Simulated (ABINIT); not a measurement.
V:

```
CELL_PARAMETERS angstrom
-1.51435 1.51435 1.51435
1.51435 -1.51435 1.51435
1.51435 1.51435 -1.51435
ATOMIC_POSITIONS crystal
V 0.00000 0.00000 0.00000
```

Base run:

| Quantity | Value |
| --- | --- |
| Program | ABINIT 10.8.3 (patched build) |
| Functional | WC |
| Potentials or basis | JTH PAW PBE v2.0 |
| Cutoff | 408 eV |
| k mesh | 12 × 12 × 12 |
| Occupations | fermi-dirac, width 0.05 eV |
| Spin | collinear spin, ferromagnetic start |
| Starting moments | [2.0] μB |

Its results: band gap on the k mesh none (metal or under the smearing width); pressure -10.8 GPa; net moment 0.00 μB per cell.

**Question.** After a change of settings the same cell gave: band gap on the k mesh none (metal or under the smearing width); pressure -11.5 GPa; net moment 0.00 μB per cell. Which change was it?
A. functional from WC to PBEsol; k mesh from 12 × 12 × 12 to 5 × 5 × 5
B. functional from WC to revPBE
C. functional from WC to rPW86PBE
D. functional from WC to AM05

**Answer.** D.

Caveats: the PAW data sets were made with another functional, which shifts forces and pressure a little.

Not every run made on this cell is shown here.
